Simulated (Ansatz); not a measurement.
All numbers below come from Ansatz, DFT, RPBE, plane waves (420 eV) with PAW, scalar-relativistic. The PAW files were generated under PBE, with cores re-solved for the functional.

An element in the dhcp structure gives this curve. The cell is scaled uniformly from the relaxed one, with fractional coordinates and shape fixed. Energies are extrapolated to zero smearing, pressures are those at the given smearing. Magnetic state: spin not included.

```tsv
V (Å³/atom)	E − E₀ (meV/atom)	P (GPa)
88.740	13.3	0.39
92.773	5.6	0.24
96.807	1.3	0.12
100.841	0.0	0.01
104.874	1.1	-0.07
108.908	4.1	-0.14
112.942	8.8	-0.20
```

(1) Which element is it?
A. potassium
B. sodium
C. calcium
D. rubidium

Answers

(1) D. Its fit is V₀ = 100.96 Å³/atom, B₀ = 2.4 GPa, B₀′ = 3.7.
